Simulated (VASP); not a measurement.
Here is a VASP 6.6.1 calculation.

File INCAR:

```
SYSTEM = Hf2Si
  PREC = Accurate
  ENCUT = 600
  EDIFF = 1E-7
  ISMEAR = 0
  SIGMA = 0.1
  LREAL = .False.
  LASPH = .True.
  NELM = 60
  ALGO = Normal
  ISIF = 3
  LWAVE = .False.
  LCHARG = .False.
  GGA = PS
  IBRION = 2
  NSW = 90
  EDIFFG = -0.005
```

Contents of KPOINTS:

```
regular mesh
0
Gamma
  4 4 4
  0 0 0
```

POSCAR

```
Hf2Si
1.0
   -3.2753522200      3.2753522200      2.5828233900
    3.2753522200     -3.2753522200      2.5828233900
    3.2753522200      3.2753522200     -2.5828233900
Hf Si
4 2
Direct
    0.3435136200      0.1564863800      0.5000000000
    0.8435136200      0.3435136200      0.1870272400
    0.6564863800      0.8435136200      0.5000000000
    0.1564863800      0.6564863800      0.8129727600
    0.2500000000      0.2500000000      0.0000000000
    0.7500000000      0.7500000000      0.0000000000
```

Potentials or basis: VASP PAW PBE potentials, release 64 (Hf_pv, Si).

Launch:

```console
$ cat potpaw_PBE.64/Hf_pv/POTCAR potpaw_PBE.64/Si/POTCAR > POTCAR
$ mpirun -np 1 vasp_std > vasp.out
```

What does it give for the band gap on the k mesh?

None (metal or under the smearing width).

What does it give for the relaxed cell?

a = 5.267 Å, b = 5.267 Å, c = 5.267 Å, α = 103.90°, β = 103.90°, γ = 121.29°.

Predict the relaxed volume.

18.13 Å³/atom.

Estimate the space group after relaxing (to 0.05 Å).

I4/mcm (No. 140).

The path:
```tsv
step	energy change (eV)	largest force (eV/Å)	pressure (GPa)	volume (Å³)
1	0.0000	0.0917	-2.67	110.83
2	0.0150	0.0088	4.16	105.97
3	-0.0196	0.0616	0.14	108.72
4	-0.0211	0.0270	0.01	108.80
5	-0.0211	0.0229	-0.01	108.81
6	-0.0212	0.0037	0.01	108.81
```

Caveat: the k mesh is coarse (spacing up to 0.39 Å⁻¹), so the values aren't converged; the PAW data sets were made with another functional, which shifts forces and pressure a little. The run has no spin-orbit coupling, so splittings on Hf are missing.
